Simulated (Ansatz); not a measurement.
## How much does S in Pt(111), 2x2 scatter?

Aim: the resistance that S in Pt(111), 2x2 adds to the host.

Calculated with Ansatz 0.2.0; Ansatz plane-wave DFT, PBE, PAW files; ballistic transport by layer matching (Landauer), zero bias; PAW set soft_1.

## 1. The structure

The cell holds 44 atoms: 43 Pt and 1 S. Its edges and angles: a = 5.546 Å, b = 5.546 Å, c = 24.958 Å, α = 86.8°, β = 93.2°, γ = 120.0°. It derives from Pt. Regions: lead, 24 atoms (24 Pt); scattering region, 20 atoms (19 Pt and 1 S). The structure is stacked along c, and the current runs across the ab planes.

## 2. Transmission at ideal sites

The defect sits in one plane of the supercell, all atoms on ideal sites; the layers about the cell's end are the lead. The mesh across the current, 12×12, is finer than the density's, because channels open and close sharply across the zone. Energies from -0.1 to 0.1 eV in steps of 0.05 eV are too few for the program's thermal sum, so it prints no conductance; for a metal the transmission near the Fermi level serves, at a fraction of the cost.

Input file input.yaml:

```yaml
crystal:
  lattice:
    - [5.5462627489, 0.0, 0.0]
    - [-2.7731313745, 4.8032044366, 0.0]
    - [-1.3865656872, 0.8005340728, 24.9067751428]
  atoms:
    - { symbol: Pt, position: [0.0075757576, 0.9924242424, 0.0454545455] }
    - { symbol: Pt, position: [0.0075757576, 0.4924242424, 0.0454545455] }
    - { symbol: Pt, position: [0.5075757576, 0.9924242424, 0.0454545455] }
    - { symbol: Pt, position: [0.5075757576, 0.4924242424, 0.0454545455] }
    - { symbol: Pt, position: [0.1893939394, 0.3106060606, 0.1363636364] }
    - { symbol: Pt, position: [0.1893939394, 0.8106060606, 0.1363636364] }
    - { symbol: Pt, position: [0.6893939394, 0.3106060606, 0.1363636364] }
    - { symbol: Pt, position: [0.6893939394, 0.8106060606, 0.1363636364] }
    - { symbol: Pt, position: [0.3712121212, 0.1287878788, 0.2272727273] }
    - { symbol: Pt, position: [0.3712121212, 0.6287878788, 0.2272727273] }
    - { symbol: Pt, position: [0.8712121212, 0.1287878788, 0.2272727273] }
    - { symbol: Pt, position: [0.8712121212, 0.6287878788, 0.2272727273] }
    - { symbol: Pt, position: [0.053030303, 0.946969697, 0.3181818182] }
    - { symbol: Pt, position: [0.053030303, 0.446969697, 0.3181818182] }
    - { symbol: Pt, position: [0.553030303, 0.946969697, 0.3181818182] }
    - { symbol: Pt, position: [0.553030303, 0.446969697, 0.3181818182] }
    - { symbol: Pt, position: [0.2348484848, 0.2651515152, 0.4090909091] }
    - { symbol: Pt, position: [0.2348484848, 0.7651515152, 0.4090909091] }
    - { symbol: Pt, position: [0.7348484848, 0.2651515152, 0.4090909091] }
    - { symbol: Pt, position: [0.7348484848, 0.7651515152, 0.4090909091] }
    - { symbol: S, position: [0.4166666667, 0.0833333333, 0.5] }
    - { symbol: Pt, position: [0.4166666667, 0.5833333333, 0.5] }
    - { symbol: Pt, position: [0.9166666667, 0.0833333333, 0.5] }
    - { symbol: Pt, position: [0.9166666667, 0.5833333333, 0.5] }
    - { symbol: Pt, position: [0.0984848485, 0.9015151515, 0.5909090909] }
    - { symbol: Pt, position: [0.0984848485, 0.4015151515, 0.5909090909] }
    - { symbol: Pt, position: [0.5984848485, 0.9015151515, 0.5909090909] }
    - { symbol: Pt, position: [0.5984848485, 0.4015151515, 0.5909090909] }
    - { symbol: Pt, position: [0.2803030303, 0.2196969697, 0.6818181818] }
    - { symbol: Pt, position: [0.2803030303, 0.7196969697, 0.6818181818] }
    - { symbol: Pt, position: [0.7803030303, 0.2196969697, 0.6818181818] }
    - { symbol: Pt, position: [0.7803030303, 0.7196969697, 0.6818181818] }
    - { symbol: Pt, position: [0.4621212121, 0.0378787879, 0.7727272727] }
    - { symbol: Pt, position: [0.4621212121, 0.5378787879, 0.7727272727] }
    - { symbol: Pt, position: [0.9621212121, 0.0378787879, 0.7727272727] }
    - { symbol: Pt, position: [0.9621212121, 0.5378787879, 0.7727272727] }
    - { symbol: Pt, position: [0.1439393939, 0.8560606061, 0.8636363636] }
    - { symbol: Pt, position: [0.1439393939, 0.3560606061, 0.8636363636] }
    - { symbol: Pt, position: [0.6439393939, 0.8560606061, 0.8636363636] }
    - { symbol: Pt, position: [0.6439393939, 0.3560606061, 0.8636363636] }
    - { symbol: Pt, position: [0.3257575758, 0.1742424242, 0.9545454545] }
    - { symbol: Pt, position: [0.3257575758, 0.6742424242, 0.9545454545] }
    - { symbol: Pt, position: [0.8257575758, 0.1742424242, 0.9545454545] }
    - { symbol: Pt, position: [0.8257575758, 0.6742424242, 0.9545454545] }
kpoints:
  mp_grid: { grid: [5, 5, 1] }
hamiltonian:
  xc: pbe
  pseudopotentials: { kind: paw, azcp: { folder: soft_1 } }
scf:
  occupations: { method: fermi_dirac, width: 0.1 }
output:
  transmission: { leads: [[0, 4]], kmesh: [12, 12], e_range: [-0.1, 0.1], de: 0.05 }
  write_potential: true
  write_density: true
  volumetric_format: npy
  elf: true
```

On the command line:

```sh
ansatz run input.yaml --threads 4 --pin off --max-ram 15360MiB --backend cpu --events-out ev --progress --plain --runs-dir out
```

Numbers of over 12 decimals in the logs are rounded to 6 here.

The program printed:

```text
Engine: ansatz 0.2.0, aarch64-unknown-linux-gnu
Pseudopotentials: kind: paw
Pseudopotential: Pt, paw, valence charge 18, recommended cutoff 420 eV (normal), soft_1/Pt.paw.azcp
Pseudopotential: S, paw, valence charge 6, recommended cutoff 420 eV (normal), soft_1/S.paw.azcp
Functional definition: PBE
  parameter kappa = 0.804
  parameter beta = 0.066725
  exchange = pbe_x(kappa = kappa, mu = beta*pi^2/3)
  correlation = pbe_c(beta = beta)
Crystal: 44 atoms, lattice volume = 663.512 Å³
Basis set: ecut = 420 eV, 13001 PW (Γ)
Bands: 468, of which v1, the nominal top of the filled ones, is band 390 counted from 1 (389 counted from 0)
Symmetry: 4 space group operations
Space group: C2/m (ITA 12), of the structure as read, at distance tolerance 8.7e-5 Å
k-points: 9 of 25
Non-local potential: Pt, projectors of the file, l = 0: 3, l = 1: 2, l = 2: 2, l = 3: 1
Non-local potential: S, projectors of the file, l = 0: 2, l = 1: 2, l = 2: 1
PAW form: soft (Blöchl's): semilocal exchange-correlation on the pseudo side does not see the compensation charge
PAW one-centre angular grid: Pt, 590 points (default); XC on 64 Gauss nodes
PAW one-centre angular grid: S, 110 points (default); XC on 64 Gauss nodes
Initial density: superposition of atomic densities (chi_scale 0.1, normalization cell, long waves kept (reshape's long-wave potential 0.77 eV rms))
Initial wavefunctions: pseudopotential atomic-orbital guess
Functional: x = pbe(κ = 0.804, μ = 0.219515), c = pbe(β = 0.066725)
SCF iter   1: F=—  HF=-539492.461355 eV  |F-HF|=—  |Δ(HF+E_count)|=         —  Δρ=1.20e-1  dr2=2.58e3  ethr=3.10e-3  ⟨swp⟩=5.4  Hψ=13450  notcnv=0  defer=140
preconditioner: auto → Kerker (q_TF=auto, 2.803 Å⁻¹)  [metal: Δε(μ)=0.010 eV  Ē_g=8.568 eV  σ=0.100 eV  W_gap=0.03  n_scr=268 (ndim 8)  ℏωp=30.1 eV  f_vac=0.000  D(μ)=40.77/eV (n_scr^D=384)]
SCF iter   2: F=—  HF=-539471.700927 eV  |F-HF|=—  |Δ(HF+E_count)|=    2.08e1  Δρ=6.26e-2  dr2=9.59e2  ethr=3.10e-3  ⟨swp⟩=2.0  Hψ=6487  notcnv=0  defer=369
SCF iter   3: F=—  HF=-539464.544852 eV  |F-HF|=—  |Δ(HF+E_count)|=    7.16e0  Δρ=4.38e-2  dr2=2.11e2  ethr=3.10e-3  ⟨swp⟩=2.8  Hψ=8671  notcnv=0  defer=373
SCF iter   4: F=—  HF=-539463.166289 eV  |F-HF|=—  |Δ(HF+E_count)|=    1.38e0  Δρ=1.17e-2  dr2=4.46e1  ethr=3.10e-3  ⟨swp⟩=1.9  Hψ=4527  notcnv=0  defer=373
SCF iter   5: F=—  HF=-539463.083074 eV  |F-HF|=—  |Δ(HF+E_count)|=   8.32e-2  Δρ=9.27e-3  dr2=3.06e1  ethr=3.10e-3  ⟨swp⟩=1.0  Hψ=3947  notcnv=0  defer=373
SCF iter   6: F=—  HF=-539462.995727 eV  |F-HF|=—  |Δ(HF+E_count)|=   8.73e-2  Δρ=5.82e-3  dr2=1.05e1  ethr=3.10e-3  ⟨swp⟩=1.0  Hψ=3829  notcnv=0  defer=373
SCF iter   7: F=—  HF=-539462.961288 eV  |F-HF|=—  |Δ(HF+E_count)|=   3.44e-2  Δρ=1.68e-3  dr2=8.50e-1  ethr=1.35e-3  ⟨swp⟩=1.1  Hψ=4286  notcnv=0  defer=382
SCF iter   8: F=—  HF=-539462.956569 eV  |F-HF|=—  |Δ(HF+E_count)|=   4.72e-3  Δρ=2.43e-4  dr2=2.00e-2  ethr=1.09e-4  ⟨swp⟩=1.7  Hψ=4322  notcnv=0  defer=382
SCF iter   9: F=—  HF=-539462.955927 eV  |F-HF|=—  |Δ(HF+E_count)|=   6.42e-4  Δρ=3.73e-5  dr2=3.74e-4  ethr=2.57e-6  ⟨swp⟩=2.0  Hψ=5360  notcnv=0  defer=382
SCF iter  10: F=—  HF=-539462.955918 eV  |F-HF|=—  |Δ(HF+E_count)|=   8.87e-6  Δρ=8.33e-6  dr2=3.28e-6  ethr=4.79e-8  ⟨swp⟩=1.7  Hψ=4731  notcnv=0  defer=382
SCF iter  11: F=—  HF=-539462.956706 eV  |F-HF|=—  |Δ(HF+E_count)|=   7.88e-4  Δρ=3.44e-6  dr2=1.74e-7  ethr=4.21e-10  ⟨swp⟩=1.9  Hψ=5391  notcnv=0  defer=383
SCF iter  12: F=-539462.956706 eV  HF=-539462.956706 eV  |F-HF|=1.84e-8  |Δ(HF+E_count)|=  4.66e-10  Δρ=7.63e-7  dr2=2.03e-8  ethr=1.28e-11  ⟨swp⟩=10.1  Hψ=15495  notcnv=0
SCF 1 converged in 12 iterations: F = -539462.956706 eV  dr2 = 2.03e-8
  greatest PAW one-centre occupation: 1.000 electrons in one spin orbital (limit 2), on the Pt atom at site 25 (counted from 0), in its partial waves of l = 0
transmission: 192 of 1892 steps passed
transmission: 380 of 1892 steps passed
[...]
transmission: 1892 of 1892 steps passed
SCF converged after 12 iterations
Free energy (F): -539462.956706 eV
Harris-Foulkes:  -539462.956706 eV  (|F-HF|=1.84e-8)
Internal energy: -539460.570277 eV  (E = F + TS)
E sigma→0 (E₀):  -539461.763492 eV
Entropy (-TS):   -2.386428 eV (-54.237 meV/atom)
Fermi energy:    23.133908 eV
--- Per-component energies (eV) ---
  E_band       = -5643.461087
  E_kinetic    = 25795.611503
  E_local      = -64035.105965  (includes V_loc(G=0)·N_el)
  E_nonlocal   = 8803.064494
  E_hartree    = 24612.246968
  E_xc         = -10089.724418
  E_vxc        = -11767.396510  (∫ρ·V_xc dr)
  E_paw        = -408416.132982  (= ΣΔE_a)
  E_vpaw       = -13664.177970  (= ΣTr[D̂ρ^β])
  E_aug_tail   = 0.047934  (compensation charges beyond the density's cutoff)
  E_ewald      = -116130.577811
  E_smearing   = -2.386428  (= −TS)
  E_closure    = 0.000000  (closes the sum)
  Σ components = -539462.956706   (vs F -539462.956706, Δ=0.00e0)
--- Band table (eV; the first three rows and the last of 9) ---
  k-point 0: bands = [... 386 lower, 23.3073, 23.3117, 23.3341, 23.3537, 23.3605, 23.3968, 23.4032, 23.4063, ... 74 higher]
  k-point 1: bands = [... 386 lower, 23.0957, 23.1027, 23.1309, 23.1552, 23.1831, 23.1854, 23.2117, 23.2223, ... 74 higher]
  k-point 2: bands = [... 386 lower, 23.0909, 23.1268, 23.1357, 23.1578, 23.1863, 23.2199, 23.2546, 23.2700, ... 74 higher]
  k-point 8: bands = [... 386 lower, 23.0725, 23.1444, 23.1605, 23.1947, 23.1961, 23.2344, 23.2458, 23.2777, ... 74 higher]
--- Transmission ---
  basis      : 241 plane waves across, 44 finite elements along
  points     : 43, standing for a mesh of 12 x 12
  energies   : 5 from -0.100000 to 0.100000 eV about the Fermi level, 0.050000 eV apart; the leads are filled to 0.000000 eV, and channels, transmission and decay are at 0.000000 eV
  crystal 0  : Pt4, at the sites [0, 4], period 2.2643 Å, over 22.64 Å; its Hamiltonian steps by up to 4.4 meV
    offset         : up to 0.0000 Å between an atom of the period and one for which it stands
    channels       : 7.368056e0 a spin
    conductance    : none, the energies end too early or step too widely for 300 K: set another output.transmission.e_range or a lower de, or, where they end at an eighth of basis.ecutwfc, a higher one
  junction   : crystal 0 to crystal 0, 0.70 to 23.34 Å
    transmission   : 4.796761e0 a spin
    conductance    : none, the energies end too early or step too widely for 300 K: set another output.transmission.e_range or a lower de, or, where they end at an eighth of basis.ecutwfc, a higher one
```

The job ended after 7 min (4 threads of Arm Neoverse V1, shared host; peak memory 5.7 GiB).

Reading the cycles: dr2 is the Hartree energy of the density residual (eV), the measure of convergence; HF is the Harris–Foulkes estimate of the energy, which meets the free energy F at convergence.

This step gave:

```yaml
free_energy: -539462.9567 eV
energy_at_zero_smearing: -539461.7635 eV
fermi_energy: 23.13 eV
cell_area: 26.64 Å²
transmission_per_spin_nearest_the_fermi_level: 4.797
open_channels_per_spin_nearest_the_fermi_level: 7.368
step_of_the_lead_s_potential: 4.4 meV
```

Per spin. Table of transmission, zone mean by energy, zero at the Fermi level:

| energy (eV) | transmission, zone mean |
| --- | --- |
| -0.1000 | 5.30 |
| -0.0500 | 5.03 |
| 0.0000 | 4.80 |
| 0.0500 | 3.94 |
| 0.1000 | 3.47 |

Per spin. Open channels, zone mean, lead against energy, zero at the Fermi level:

| energy (eV) | open channels, zone mean, lead |
| --- | --- |
| -0.1000 | 7.89 |
| -0.0500 | 7.57 |
| 0.0000 | 7.37 |
| 0.0500 | 5.98 |
| 0.1000 | 5.35 |

Transmission over k1 and k2. At 0.0000 eV from the Fermi level.

Values, 12 rows by 12 columns:
```
6.76 5.58 5.23 3.62 3.62 5.21 5.58 6.76 4.09 3.77 3.78 4.18
4.57 5.23 6.00 4.87 3.60 4.86 6.00 5.21 4.55 3.77 2.07 3.78
4.91 3.62 4.87 5.97 4.29 4.31 5.97 4.83 3.61 4.90 3.77 3.77
4.54 3.62 3.60 4.29 6.48 2.94 6.49 4.28 3.58 3.61 4.55 4.09
6.76 5.21 4.86 4.31 2.94 5.24 5.24 2.92 4.28 4.83 5.21 6.76
6.36 5.58 6.00 5.97 6.49 5.24 1.81 5.24 6.49 5.97 6.00 5.58
6.76 6.76 5.21 4.83 4.28 2.92 5.24 5.24 2.94 4.31 4.86 5.21
4.54 4.09 4.55 3.61 3.58 4.28 6.49 2.94 6.48 4.29 3.60 3.62
4.91 3.77 3.77 4.90 3.61 4.83 5.97 4.31 4.29 5.97 4.87 3.62
4.57 3.78 2.07 3.77 4.55 5.21 6.00 4.86 3.60 4.87 6.00 5.23
6.76 4.18 3.78 3.77 4.09 6.76 5.58 5.21 3.62 3.62 5.23 5.58
6.32 6.76 4.57 4.91 4.54 6.76 6.36 6.76 4.54 4.91 4.57 6.76
```
Columns: k1 (b1) from -0.5 to 0.417; rows upwards: k2 (b2) from -0.5 to 0.417.

Open channels over k1 and k2. At 0.0000 eV from the Fermi level.

Ten even steps from '_' (3.0) to '@' (11.0):
```
%%****----****%%--------
++****++--++****++--__--
##--++**----**++--##----
++------%%..%%------++--
%%**++--..@@@@..--++**%%
%%******%%@@::@@%%******
%%%%**++--..@@@@..--++**
++--++------%%..%%------
##----##--++**----**++--
++--__--++****++--++****
%%--------%%****----****
%%%%++##++%%%%%%++##++%%
```
Columns: k1 (b1) from -0.5 to 0.417; rows upwards: k2 (b2) from -0.5 to 0.417.

ELF in the ca plane at fractional y = 0.083, with atoms of S and Pt within 0.2 Å of it. It is the smooth field of the valence electrons, not physical close to the nuclei.

Values, 8 rows by 16 columns, each cell a mean:
```
0.26 0.30 0.55 0.35 0.25 0.20 0.19 0.25 0.38 0.58 0.32 0.25 0.17 0.22 0.25 0.41
0.25 0.31 0.57 0.36 0.26 0.22 0.22 0.26 0.32 0.49 0.27 0.29 0.24 0.36 0.36 0.27
0.26 0.23 0.33 0.26 0.43 0.35 0.29 0.35 0.22 0.29 0.22 0.37 0.27 0.40 0.39 0.27
0.26 0.21 0.30 0.26 0.40 0.33 0.26 0.28 0.43 0.70 0.38 0.26 0.21 0.25 0.26 0.41
0.26 0.30 0.55 0.35 0.25 0.20 0.19 0.23 0.60 0.26 0.51 0.23 0.17 0.22 0.25 0.41
0.25 0.31 0.57 0.36 0.26 0.22 0.22 0.25 0.50 0.69 0.36 0.29 0.24 0.36 0.35 0.27
0.26 0.23 0.33 0.26 0.43 0.35 0.29 0.35 0.22 0.30 0.22 0.37 0.27 0.40 0.39 0.27
0.26 0.21 0.30 0.26 0.41 0.33 0.26 0.28 0.30 0.48 0.28 0.27 0.21 0.25 0.26 0.41
```
Columns run along c (16.0 Å, from fractional 0.13 to 0.78 of the cell), rows up along a (5.5 Å). Atoms in or near the plane, at fractional coordinates: S at (0.50, 0.42), Pt at (0.50, 0.92).

Valence density in the ca plane at fractional y = 0.083, with atoms of S and Pt within 0.2 Å of it. It is the smooth field of the valence electrons, not physical close to the nuclei.

Ten steps, logarithmic in the rise over the least value, from '0' (0 e/Å³) to '9' (10 e/Å³), each cell a mean:
```
22113688742233210012112689984211110001111369
22124899852111100011112689984212210012332257
22124899852122210122222478863223321135653234
22123688642344421234322245532234432246764212
22212355322467632345531122211245542247764223
33211122212577642345531122221234432235653235
33211233222467532234321234432123321123322358
22212466532344321122211344443111110001111369
22124799852222100011112443343111110012222368
22124899852112100012112344443112221124442246
22124799742233311123321244431134432246764223
22212566532356532244431122211245542357764212
33211233222577642345531112211245532246763224
33211122212577642245431245542234421134432247
33211345422455421123322478863222210012222369
```
Columns run along c (16.0 Å, from fractional 0.13 to 0.78 of the cell), rows up along a (5.5 Å). Atoms in or near the plane, at fractional coordinates: S at (0.50, 0.42), Pt at (0.50, 0.92).

Electrostatic potential energy in the ca plane at fractional y = 0.083, with atoms of S and Pt within 0.2 Å of it. With pseudopotentials it is smooth inside the atoms' cores, unlike the true potential.

Ten even steps from '0' (-40 eV) to '9' (25 eV), each cell a mean:
```
99998511379998999999999500017999999999999840
99997200169999999999999500017999999999899962
99997100169999999999999731158998899986568997
99998411489977899988899976789987789973247999
99999866899743589976689999999986689973247999
88999999999621479976689999999987789986578985
88999988999743589988899975579998899998899951
99999744689877899999999842248999999999999840
99998300169999999999999734338999999999999851
99997100059999999999999743358999999998789985
99997200279988999998899975689998789985358998
99999644689865689987789999999986689973137999
89999988999632489975689999999986689974358997
88999999999632489987799986689998899997789973
89999877899865799998999731148999999999999840
```
Columns run along c (16.0 Å, from fractional 0.13 to 0.78 of the cell; values clipped at the 3rd and 97th percentile), rows up along a (5.5 Å). Atoms in or near the plane, at fractional coordinates: S at (0.50, 0.42), Pt at (0.50, 0.92).

Over the solved energies the transmission per spin lies between 3.47 and 5.30, out of 6.83 channels of the lead on average (up to 7.89).

## 3. Resistance at ideal sites

This step: Ansatz plane-wave DFT, PBE, PAW files; ballistic transport by layer matching (Landauer), zero bias; area resistance of the defect plane and resistivity an atomic per cent; PAW set soft_1 (Ansatz 0.2.0).

Numbers from this step:

| Item | Value |
| --- | --- |
| area resistance | 0.2560 fΩ m² |
| T over the leads' mean channel count | 0.6583 |
| resistivity per at.% scaled from this dense plane, with the factor 3/4 for isotropic scattering | 3.391 µΩ cm |

Averaged over the energies near the Fermi level, 65.8 % of the channels pass, which makes 0.256 fΩ m².

By hand, with T and the leads' channels N averaged over the energies near the Fermi level: RA = A (h/2e²)(1/T − 1/N) = 26.64×10⁻²⁰ m² × 12 906 Ω × (1/4.590 − 1/6.972) = 0.256 fΩ m². Per atomic per cent: RA × A / V_atom × 0.01 × 3/4 = 3.39 µΩ cm, with the host's V_atom = 15.08 Å³.

## 4. The same junction, with changed settings

The same run once more with an input made wrong on purpose.

This step: Ansatz plane-wave DFT, PBE, PAW files; ballistic transport by layer matching (Landauer), zero bias; changed: magnetization.spin_polarized = "yes please", scf.max_iter = 80 (Ansatz 0.2.0).

Edit input.yaml of step 2 so:

```diff
@@ -57,2 +57,3 @@
   occupations: { method: fermi_dirac, width: 0.1 }
+  max_iter: 80
 output:
@@ -62,2 +63,3 @@
   volumetric_format: npy
-  elf: true
+magnetization:
+  spin_polarized: "yes please"
```

The program printed:

```text
Error: YAML parse error: error: line 65 column 19: invalid boolean (strict mode expects true/false)
  --> <input>:65:19
   |
63 |   volumetric_format: npy
64 | magnetization:
65 |   spin_polarized: "yes please"
   |                   ^ invalid boolean (strict mode expects true/false)
```

It took 0.02 s on 4 threads; peak memory 0.022 GiB.

The input was rejected at the start.

The program's message: “Error: YAML parse error: error: line 65 column 19: invalid boolean (strict mode expects true/false)”

The change that led to it: magnetization.spin_polarized = "yes please".

## 5. Outcome

| Quantity | Value |
| --- | --- |
| share of channels that pass, rigid | 0.658 |
| area resistance, rigid | 0.256 fΩ m² |
| resistivity per at.% from the area resistance, times 3/4, rigid | 3.39 µΩ cm |

What this shows: The plane of defects adds 0.26 fΩ m². Scaled to one atomic per cent that is 4.5 µΩ cm as it stands and 3.4 with the factor 3/4 for isotropic scattering on a spherical Fermi surface; with the reflection in place of the resistance taken as linear in the density it would be 2.2. These are rough estimates of the dilute value, not bounds. One S in each 2x2 cell reflects 34 % of the lead's channels. The defects form a dense periodic sheet that scatters coherently, unlike a dilute random alloy. T and N are means over the solved energies nearest the Fermi level. Spin-orbit coupling is left out, which matters for Pt.

[Logs are printed without paths, hosts, clocks, repeated set-up lines and the standing remarks that a program may print on its own settings, such as how far it seeks lower states.]

[Hosts, paths, dates, database ids (printed as entryN), source tags and the programs' standing remarks are cut or masked in the printed files.]
